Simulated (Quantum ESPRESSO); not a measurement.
CuO, 2 atoms in the cell. It takes space group P-6m2 (No. 187, hexagonal). The conventional cell has a = 2.836 Å, b = 2.836 Å, c = 2.768 Å, α = 90.00°, β = 90.00°, γ = 120.00°. Cu (site symmetry -6m2) has 6 O at 2.14 Å as nearest neighbours. Around O (site symmetry -6m2) lie 6 Cu at 2.14 Å. Measurements of this composition are mostly on another form, of space group No. 15.

```yaml
Program: Quantum ESPRESSO 7.5
Task: phonons
Functional: RPBE
Potentials_or_basis: GBRV 1.5 PBE
Cutoff: 762 eV
Density_cutoff: 6095 eV
k_mesh: 8 × 8 × 7
Occupations: cold, width 0.2 eV
Spin: no spin polarisation
Mixing_beta: 0.5
Most_SCF_iterations: 120
SCF_threshold: 4e-10 Ry
```

Potentials or basis: GBRV 1.5 PBE.

Run with:

```bash
$ OMP_NUM_THREADS=1 pw.x -in pw.in > pw.out
$ OMP_NUM_THREADS=1 pw.x -in relax.in > relax.out
$ OMP_NUM_THREADS=1 pw.x -in scf2.in > scf2.out
$ OMP_NUM_THREADS=1 ph.x -in ph.in > ph.out
$ OMP_NUM_THREADS=1 dynmat.x -in dynmat.in > dynmat.out
```

Hardware: 1 thread of Arm Neoverse V1 (shared host).

Question: How long does it take, and how much memory?

Answer: It took 6.7 min on 1 thread of Arm Neoverse V1, on a shared host, peak memory 0.14 GiB. Counts: scf iterations 82, k pools 1, bands 19, ion steps 6, k points 40, g dense 20771.
